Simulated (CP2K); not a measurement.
Crystal: W.

```
W
1.0
     2.87085    0.00000    0.00000
     1.43543    2.48623    0.00000
     1.43543    0.82874    2.34404
W
1
Direct
  0.00000 0.00000 0.00000
```

This isn't the form of W at room conditions, which is bcc.

Base run:

```yaml
Program: CP2K 2026.2
Functional: PBE
Potentials_or_basis: POTENTIAL_UZH W GTH-PBE-q14; TZVP-MOLOPT-PBE-GTH basis
Density_cutoff: 6123 eV
k_mesh: 11 × 11 × 11
Occupations: gaussian, width 0.02 eV
Spin: no spin polarisation
```

Its results: band gap on the k mesh none (metal or under the smearing width); pressure -6.8 GPa.

**Question.** The run is repeated on the same cell with these changes: functional from PBE to PBEsol. What comes out?

**Answer.** Band gap on the k mesh none (metal or under the smearing width); pressure -13.2 GPa.

PBEsol binds more tightly than PBE, so the same cell stands under less pressure.

Caveats: the basis of atomic orbitals isn't converged, which shifts pressures, moduli and gaps; the potentials were made for another functional, which shifts forces and pressure (some runs).
